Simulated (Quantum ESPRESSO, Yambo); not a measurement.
Planning a run of Yambo 5.3.0 on BaS (Fm-3m). The input:

```
HF_and_locXC
gw0
dyson
ppa
em1d
rim_cut
RandQpts= 1000000
RandGvec= 1 RL
EXXRLvcs= 40 Ry
VXCRLvcs= 160 Ry
Chimod= "HARTREE"
% BndsRnXp
 1 | 155 |
%
NGsBlkXp= 12 Ry
% LongDrXp
 1 | 1 | 1 |
%
% GbndRnge
 1 | 155 |
%
DysSolver= "n"
ExtendOut
PPAPntXp= 27.21138 eV
% QPkrange
 1 | 1 | 7 | 10 |
 7 | 7 | 7 | 10 |
%
```

```sh
OMP_NUM_THREADS=1 mpirun -n 8 yambo -F gw1.in -J gw1 -C gw1 > gw1.log
```

The stored states that it reads are on a 4×4×4 mesh. Symmetry: Fm-3m, No. 225, cubic system. Conventional cell: a = 6.387 Å, b = 6.387 Å, c = 6.387 Å, α = 90.00°, β = 90.00°, γ = 90.00°. Nearest to Ba lie 6 S at 3.19 Å. Nearest to S lie 6 Ba at 3.19 Å. Farther neighbours and most contacts between anions are not listed.

Question: How long will it take on 8 MPI ranks of AMD EPYC 7B13 (Zen 3), shared host, and how much memory?

It took 57 s; on shared hardware allow 28 s to 1.9 min. Peak host memory was 2.8 GiB.

The screening grows as filled bands × empty bands × pairs of k points, times the square of the screening basis for the matrix.

[Paths, hosts, dates, memory and timing lines, banners, echoed tables and standing remarks are left out of the program output.]

[Logs are printed without paths, hosts, clocks, repeated set-up lines and the standing remarks that a program may print on its own settings, such as how far it seeks lower states.]

[Runs of the session that timed out or met a known fault of the program may be left out.]

[Hosts, paths, dates, database ids (printed as entryN), source tags and the programs' standing remarks are cut or masked in the printed files.]
